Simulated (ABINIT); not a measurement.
# BN (F-43m) in ABINIT: further runs, part 2 of 2

ABINIT 10.8.3 (patched build).

## (5) Relaxation of cell and atoms, PBE, target pressure 20 GPa, at which the enthalpy is minimised

Input file run.abi:

```
pp_dirpath "./"
pseudos "N.GGA_PBE-JTH.xml, B.GGA_PBE-JTH.xml"

acell 3*1.0
rprim
     0.0000000000     3.4260753537     3.4260753537
     3.4260753537     0.0000000000     3.4260753537
     3.4260753537     3.4260753537     0.0000000000
ntypat 2
znucl 7 5
natom 2
typat 1 2
xcart
     0.9065005000     0.9065005000     0.9065005000
     0.0000000000     0.0000000000     0.0000000000 Angstrom
chkprim 0
chksymtnons 0
tolsym 1.0e-6

ecut 707.496042 eV
pawecutdg 48.0
pawxcdev 0
pawovlp -1

kptopt 1
ngkpt 13 13 13
nshiftk 1
shiftk 0.0 0.0 0.0

ixc 11

nband 8
occopt 3
tsmear 0.05 eV

nstep 100
tolvrs 1.0e-9

iomode 3
prtwf 0
prtden 0
prteig 0
prtebands 0
enunit 2

ionmov 2
ntime 60
tolmxf 5.0e-5
optcell 2
dilatmx 1.08
ecutsm 0.5
strtarget 3*-6.797862e-04 3*0.0
```

Potentials or basis: JTH PAW PBE v2.0.

The run is started by

```sh
> abinit run.abi > log 2>&1
```

run.abo:

```text
.Version 10.8.3 of ABINIT
 Symmetries : space group F-4 3 m (#216); Bravais cF (face-center cubic)
================================================================================
 Values of the parameters that define the memory need of the present run
     intxc =       0    ionmov =       2      iscf =      17    lmnmax =       8
     lnmax =       4     mgfft =      27  mpssoang =       2    mqgrid =    3001
     natom =       2  nloc_mem =       2    nspden =       1   nspinor =       1
    nsppol =       1      nsym =      24    n1xccc =       1    ntypat =       2
    occopt =       3   xclevel =       2
       mpw =         654          nfft =       19683          nkpt =          84
 PAW method is used; the additional fine FFT grid is defined by:
   mgfftf=        36    nfftf =     46656
================================================================================
================================================================================

--------------------------------------------------------------------------------
------------- Echo of variables that govern the present computation ------------
--------------------------------------------------------------------------------
 -outvars: echo values of preprocessed input variables --------
            acell      1.0000000000E+00  1.0000000000E+00  1.0000000000E+00 Bohr
              amu      1.40067400E+01  1.08110000E+01
          chkprim           0
      chksymtnons           0
          dilatmx      1.08000000E+00
             ecut      2.60000000E+01 Hartree
           ecutsm      5.00000000E-01 Hartree
           enunit           2
           ionmov           2
                       outvar_i_n : Printing only first  50 k-points.
              ixc          11
                       outvar_i_n : Printing only first  50 k-points.
         kptrlatt       13    0    0      0   13    0      0    0   13
          kptrlen      6.29876290E+01
            natom           2
            nband           8
            ngfft          27      27      27
          ngfftdg          36      36      36
             nkpt          84
            nstep         100
             nsym          24
            ntime          60
           ntypat           2
                       prtocc : prtvol=0, do not print more k-points.
[... 514 lines left out ...]
 kpt#   1, nband=  8, wtk=  0.00046, kpt=  0.0000  0.0000  0.0000 (reduced coord)
  -0.42156    0.33968    0.33968    0.33968    0.67025    0.67025    0.67025    0.74393
      occupation numbers for kpt#   1
   2.00000    2.00000    2.00000    2.00000    0.00000    0.00000    0.00000    0.00000
 prteigrs : prtvol=0 or 1, do not print more k-points.

 Fermi (or HOMO) energy (eV) =  10.72149   Average Vxc (eV)= -13.01171
 Eigenvalues (   eV  ) for nkpt=  84  k points:
 kpt#   1, nband=  8, wtk=  0.00046, kpt=  0.0000  0.0000  0.0000 (reduced coord)
 -11.47126    9.24320    9.24320    9.24320   18.23850   18.23850   18.23850   20.24350
 prteigrs : prtvol=0 or 1, do not print more k-points.

--- !EnergyTerms
iteration_state     : {dtset: 1, itime: 4, icycle: 1, }
comment             : Components of total free energy in Hartree
kinetic             :  8.04669112506893E+00
hartree             :  1.77200682567829E+00
xc                  : -3.93910707359772E+00
Ewald energy        : -1.33505577929648E+01
psp_core            :  7.62018943368633E-01
local_psp           : -7.65581977393875E+00
PAW spherical_terms :  1.38739985427846E+00
internal            : -1.29773678921069E+01
'-kT*entropy'       :  6.19034775542358E-16
total_energy        : -1.29773678921069E+01
total_energy_eV     : -3.53132170168314E+02
...

--- !EnergyTermsDC
iteration_state     : {dtset: 1, itime: 4, icycle: 1, }
comment             : '"Double-counting" decomposition of free energy'
band_energy         :  3.38453671674375E-01
Ewald energy        : -1.33505577929648E+01
psp_core            :  7.62018943368633E-01
xc_dc               : -9.65253757323425E-01
PAW spherical_terms :  2.37968838773118E-01
internal            : -1.29773700964721E+01
'-kT*entropy'       :  6.19034775542358E-16
total_energy_dc     : -1.29773700964721E+01
total_energy_dc_eV  : -3.53132230152146E+02
...

--- !EnergyTermsWithPAWCore
iteration_state     : {dtset: 1, itime: 4, icycle: 1, }
comment             : 'Components of total free energy, including PAW core contributions'
Total energy        : -7.96961218117574E+01
Total energy DC     : -7.96961240161225E+01
Total energy (eV)   : -2.16864195292648E+03
Total energy DC (eV): -2.16864201291031E+03
...

 Cartesian components of stress tensor (hartree/bohr^3)
  sigma(1 1)= -6.79662887E-04  sigma(3 2)=  0.00000000E+00
  sigma(2 2)= -6.79662887E-04  sigma(3 1)=  0.00000000E+00
  sigma(3 3)= -6.79662887E-04  sigma(2 1)=  0.00000000E+00

-Cartesian components of stress tensor (GPa)         [Pressure=  1.9996E+01 GPa]
- sigma(1 1)= -1.99963725E+01  sigma(3 2)=  0.00000000E+00
- sigma(2 2)= -1.99963725E+01  sigma(3 1)=  0.00000000E+00
- sigma(3 3)= -1.99963725E+01  sigma(2 1)=  0.00000000E+00

== END DATASET(S) ==============================================================
================================================================================

 -outvars: echo values of variables after computation  --------
            acell      4.7653136672E+00  4.7653136672E+00  4.7653136672E+00 Bohr
           etotal     -1.2977370096E+01
            fcart      7.9910277879E-29  7.9910277879E-29 -2.3973083364E-28
                      -7.9910277879E-29 -7.9910277879E-29  2.3973083364E-28
            rprim      0.0000000000E+00  7.0710678119E-01  7.0710678119E-01
                       7.0710678119E-01  0.0000000000E+00  7.0710678119E-01
                       7.0710678119E-01  7.0710678119E-01  0.0000000000E+00
           strten     -6.7966288658E-04 -6.7966288658E-04 -6.7966288658E-04
                       0.0000000000E+00  0.0000000000E+00  0.0000000000E+00
           xangst      8.9155395711E-01  8.9155395711E-01  8.9155395711E-01
                       5.9772228242E-10  5.9772228242E-10  5.9772228242E-10
             xred      2.5000000017E-01  2.5000000017E-01  2.5000000017E-01
                       1.6760687283E-10  1.6760687283E-10  1.6760687283E-10
 Calculation completed.
```

Wall time 47 s (1 thread of Arm Neoverse V1, shared host); peak memory 0.1 GiB.

What came out:

* Free energy: -353.1322 eV
* Relaxed volume: 5.67 Å³/atom
* Relaxed cell: a = 2.522 Å, b = 2.522 Å, c = 2.522 Å, α = 60.00°, β = 60.00°, γ = 60.00°
* Space group after relaxing (to 0.05 Å): F-43m (No. 216)
* Energy change on relaxing (the enthalpy is what falls): +17.0 meV/atom
* Ionic steps: 4
* Pressure after relaxing: 20.0 GPa
* Band gap on the k mesh: 4.57 eV, indirect (least direct gap 9.00 eV)

Step by step:
```tsv
step	energy change (eV)	largest force (eV/Å)	pressure (GPa)	volume (Å³)
1	0.0000	0.0000	-0.29	11.92
2	0.0546	0.0000	25.83	11.19
3	0.0332	0.0000	19.73	11.35
4	0.0340	0.0000	20.00	11.34
```

Final structure:
```cif
data_structure
_symmetry_space_group_name_H-M 'P 1'
_symmetry_Int_Tables_number 1
_cell_length_a 2.5217
_cell_length_b 2.5217
_cell_length_c 2.5217
_cell_angle_alpha 60.000
_cell_angle_beta 60.000
_cell_angle_gamma 60.000
_cell_volume 11.34
loop_
_atom_site_label
_atom_site_type_symbol
_atom_site_fract_x
_atom_site_fract_y
_atom_site_fract_z
_atom_site_occupancy
N1 N 0.25000 0.25000 0.25000 1
B1 B 0.00000 0.00000 0.00000 1
```

Levels at points of the mesh, in eV from the valence-band top:
| k point | band 2 | band 3 | band 4 | band 5 | band 6 | band 7 |
| --- | --- | --- | --- | --- | --- | --- |
| (0.00, 0.00, 0.00) | 0.00 | 0.00 | 0.00 | 9.00 | 9.00 | 9.00 |

Caveat: an odd mesh through Γ misses points on the zone boundary, where band edges often lie; the atomic spheres overlap.

## (6) The runs side by side

| cell | gap on the mesh (eV) | pressure (GPa) |
| --- | --- | --- |
| relaxed | 4.52 | 0.0 |
| relaxed to 5 GPa | 4.53 | 5.0 |
| relaxed to 10 GPa | 4.55 | 10.0 |
| relaxed to 20 GPa | 4.57 | 20.0 |

Alike in all rows: task relaxation of cell and atoms; level PBE; potentials or basis JTH PAW PBE v2.0; no spin polarisation; k mesh 13 × 13 × 13; cutoff (eV) 707; smearing fermi-dirac 0.05 eV.

Caveats: an odd mesh through Γ misses points on the zone boundary, where band edges often lie; the atomic spheres overlap (some runs).

Total energies depend on the potentials used, so only differences within one code and one set of settings carry meaning.
